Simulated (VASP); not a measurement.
Set up this calculation in VASP 6.6.1, as the native input.

```
Task                               : relaxation of cell and atoms
Functional                         : HSE06
Potentials or basis                : VASP PAW PBE potentials, release 64 (C)
Cutoff                             : 520 eV
k mesh                             : 8 × 8 × 8
Occupations                        : gaussian, width 0.02 eV
Spin                               : no spin polarisation
Grid for exact exchange (PRECFOCK) : Fast
Screening parameter                : 0.2 1/A
Further INCAR settings             : ALGO = Normal; EDIFF = 1e-07; IBRION = 2; EDIFFG = -0.01; NSW = 80; ISIF = 3
```

Crystal: C.

```xyz
2
Lattice="0.0000 1.7739 1.7739 1.7739 0.0000 1.7739 1.7739 1.7739 0.0000" Properties=species:S:1:pos:R:3 pbc="T T T"
C     0.0000    0.0000    0.0000
C     0.8869    0.8869    0.8869
```

This isn't the form of C at room conditions, which is graphite.

The input as run:

POSCAR

```
C                                       
1.0
    0.0000000000      1.7738683340      1.7738683340
    1.7738683340      0.0000000000      1.7738683340
    1.7738683340      1.7738683340     -0.0000000000
  C             
     2
Direct
     0.0000000000000000    0.0000000000000000    0.0000000000000000
     0.2500000000000000    0.2500000000000000    0.2500000000000000
```

INCAR.step1

```
ALGO = Normal ; EDIFF = 1E-5
ENCUT = 520 ; GGA = PE
ISMEAR = 0 ; KPAR = 4
LASPH = True ; LCHARG = False
LREAL = False ; LWAVE = True
NELM = 60 ; PREC = Accurate
SIGMA = 0.02
```

INCAR.step2

```
ALGO = Normal ; EDIFF = 1E-7
EDIFFG = -0.01 ; ENCUT = 520
GGA = PE ; HFSCREEN = 0.2
IBRION = 2 ; ISIF = 3
ISMEAR = 0 ; ISTART = 1
KPAR = 4 ; LASPH = True
LCHARG = False ; LHFCALC = True
LREAL = False ; LWAVE = False
NELM = 60 ; NSW = 80
PREC = Accurate ; PRECFOCK = Fast
SIGMA = 0.02
```

KPOINTS

```
k-points
0
Gamma
  8 8 8
```

Potentials or basis: VASP PAW PBE potentials, release 64 (C).

Run with:

```console
$ cat potpaw_PBE.64/C/POTCAR > POTCAR
$ cp INCAR.step1 INCAR
$ mpirun -np 4 vasp_std > vasp.out
$ cp INCAR.step2 INCAR
$ mpirun -np 4 vasp_std > vasp.out
```

It gave:

```yaml
Pressure_after_relaxing: 0.0 GPa
Band_gap_on_the_k_mesh: 5.34 eV, indirect (least direct gap 7.04 eV)
```

Caveat: the relaxation stopped at its first step, so nothing moved; the PAW data sets were made with another functional, which shifts forces and pressure a little.

Run time: 43 s on 4 MPI ranks on Intel(R) Xeon(R) Platinum 8559C (Emerald Rapids), on a shared host, peak memory 0.2 GiB a rank.
